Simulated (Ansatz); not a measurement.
# SnS2, space group P-3m1: a comparison of functionals at one structure

Computed with Ansatz 0.2.0 through its Python package.

Typed at the interpreter:
```pycon
>>> from dataclasses import dataclass
>>> import ansatz as az
>>> from ase import Atoms
>>> @dataclass(frozen=True)
... class Options:
...     kmesh: tuple[int, ...] = (6, 6, 4)
...     width_ev: float = 0.01
...
>>> cfg = Options()
>>> atoms = Atoms(
...     ["Sn", "S", "S"],
...     scaled_positions=[
...         (0.0, 0.0, 0.0),
...         (1 / 3, 2 / 3, 0.25),
...         (2 / 3, 1 / 3, 0.75),
...     ],
...     cell=[
...         (3.639, 0.0, 0.0),
...         (-1.8195, 3.15146644, 0.0),
...         (0.0, 0.0, 5.868),
...     ],
...     pbc=True,
... )
>>> sns2 = az.Crystal.from_ase(atoms)
>>> len(sns2.resolved().sites)
3
>>> base = sns2.calculation()
>>> base = base.kpoints(*cfg.kmesh)
>>> base = base.occupations(az.OccupationsMethod.FERMI_DIRAC, width=cfg.width_ev)
>>> base = base.forces().stress()
>>> rows = []
>>> for value in ["lda", "pbe", "pbesol"]:
...     rep = base.functional(value).run(threads=1, pin="off").report
...     rows.append((value, rep["free_energy_ev"] / len(rep["lattice"]["sites"]), rep["n_iterations"], sum(rep["stress_gpa"][i][i] for i in range(3)) / 3, max(abs(f) for row in rep["forces_ev_ang"] for f in row), rep["n_kpoints"]))
...
DeckWarning: basis.ecutwfc = 420 eV, auto-derived from the records' recommended cutoffs: set by Sn (normal level)
>>> print("  functional   F/atom (eV)    iterations       P (GPa)  max component (eV/A)      k-points")
  functional   F/atom (eV)    iterations       P (GPa)  max component (eV/A)      k-points
>>> for row in rows:
...     print(f"{str(row[0]):>12s}  {row[1]:12.5f}  {row[2]:12d}  {row[3]:12.3f}  {row[4]:20.4f}  {row[5]:12d}")
...
         lda   -2539.92945             6        -0.656                0.0031            24
         pbe   -2609.79790             7         4.318                0.2436            24
      pbesol   -2573.60683             6         1.194                0.0941            24
```

From lowest to highest: LDA (-0.7 GPa), PBEsol (1.2 GPa) and PBE (4.3 GPa). At a fixed cell a lower pressure usually means a smaller equilibrium volume, so LDA prefers the smallest cell and PBE the largest.

Caveats:
- Pressure is positive in compression.
- The structure is a deposited one; some such entries were measured under pressure or heat, so a shift against it needn't be the functional's error alone.
- Warnings are shown shortened and without file and line.
- Total energies of different functionals can't be compared; pressures, moments and gaps at this one structure can.
- Wall time of the script: 5.8 s on 1 thread of Arm Neoverse V1 (shared host), peak memory 0.4 GiB.
